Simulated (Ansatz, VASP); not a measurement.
## One calculation of Sb, two programs

File INCAR:

```
PREC     = Accurate       # precision mode
ENCUT    = 520            # plane-wave cutoff, eV
EDIFF    = 1E-6           # SCF threshold, eV
ISMEAR   = -1             # smearing method
SIGMA    = 0.05           # smearing width, eV
LREAL    = False          # projectors in reciprocal space
LASPH    = True           # aspherical terms in the spheres
NELM     = 80             # most SCF steps
ALGO     = Normal         # electronic algorithm
ISIF     = 2              # what is computed and relaxed
LWAVE    = False          # write WAVECAR
LCHARG   = False          # write CHGCAR
GGA      = PS             # functional
NBANDS   = 8              # bands
```

File KPOINTS:

```
Automatic mesh
0
Gamma
  19 19 19
```

The input POSCAR:

```
Sb
1.0
   -1.4999665176      1.4999665176      2.4717056237
    1.4999665176     -1.4999665176      2.4717056237
    1.4999665176      1.4999665176     -2.4717056237
Sb
1
Direct
    0.0000000000      0.0000000000      0.0000000000
```

Input for Ansatz:

```yaml
crystal:
  lattice:
    - [-1.4999665176, 1.4999665176, 2.4717056237]
    - [1.4999665176, -1.4999665176, 2.4717056237]
    - [1.4999665176, 1.4999665176, -2.4717056237]
  atoms:
    - { symbol: Sb, position: [0.0, 0.0, 0.0] }
kpoints:
  mp_grid: { grid: [19, 19, 19] }
  band_path:
    path:
      - [0.0, 0.0, 0.0]
      - [0.0, 0.0, 0.5]
      - [0.25, 0.25, 0.25]
      - [0.0, 0.5, 0.0]
      - [0.0, 0.0, 0.0]
      - [0.5, 0.5, -0.5]
      - [0.3420681988, 0.6579318012, -0.3420681988]
      - [-0.3420681988, 0.3420681988, 0.3420681988]
      - [0.0, 0.0, 0.0]
    npoints: 5
scf:
  occupations: { method: fermi_dirac, width: 0.05 }
hamiltonian:
  xc: pbesol
  pseudopotentials: { kind: all_electron, lapw: { basis_error: 0.00025 } }
output:
  forces: true
  stress: true
  eigenvalues: true
```

Change from the starting cell: volume scaled by 0.99.

Alike in both runs: task single point; functional PBEsol; k mesh 19 × 19 × 19; occupations fermi-dirac, width 0.05 eV; no spin polarisation.

|  | VASP | Ansatz |
| --- | --- | --- |
| version | VASP 6.6.1 | Ansatz 0.2.0 |
| potentials or method | VASP PAW PBE potentials, release 64 (Sb) | all-electron LAPW, scalar-relativistic |
| plane-wave cutoff (eV) | 520 | see its input |

VASP gave:

```
pressure (GPa)                                  : 16.7
largest component of the traceless stress (GPa) : 1.59
```

Estimate Ansatz's values.

pressure (GPa): 16.5; largest component of the traceless stress (GPa): 1.47.

Ansatz ran all-electron here, so the differences hold the error of VASP's frozen core and of both bases.

Caveats: so large a pressure means that the cell lies far from this level's equilibrium, or that cutoff or potentials fall short (VASP); the potentials were made for another functional, which shifts forces and pressure (VASP). Spin-orbit coupling is left out, which matters for the levels of Sb.
